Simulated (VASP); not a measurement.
Pb:

```
CELL_PARAMETERS angstrom
0.00000 2.47502 2.47502
2.47502 0.00000 2.47502
2.47502 2.47502 0.00000
ATOMIC_POSITIONS crystal
Pb 0.00000 0.00000 0.00000
```

```yaml
Program: VASP 6.6.1
Task: relaxation of cell and atoms
Functional: r2SCAN
Potentials_or_basis: VASP PAW PBE potentials, release 64 (Pb_d)
Cutoff: 600 eV
k_mesh: 9 × 9 × 9
Occupations: methfessel-paxton, width 0.1 eV
Spin: no spin polarisation
```

At the start: pressure 1.2 GPa; volume 30.32 Å³/atom.

Question: How do energy, volume and symmetry change on relaxing?

Answer: Over 3 steps the energy falls by 2.6 meV/atom and the volume is 31.04 Å³/atom (+2.4 %); space group Fm-3m (No. 225, to 0.05 Å).

Step by step:
```tsv
step	energy change (eV)	largest force (eV/Å)	pressure (GPa)	volume (Å³)
1	0.0000	0.0000	1.17	30.32
2	-0.0022	0.0000	-0.39	31.31
3	-0.0026	0.0000	0.01	31.04
```

Final structure:
```
Pb
1.0
     0.00000    2.49441    2.49441
     2.49441    0.00000    2.49441
     2.49441    2.49441    0.00000
Pb
1
Direct
  0.00000 0.00000 0.00000
```

The cell as given is a measured one (30.32 Å³/atom); r2SCAN puts the equilibrium volume +2.4 % from it, thermal expansion not counted.

Caveat: the PAW data sets were made with another functional, which shifts forces and pressure a little.
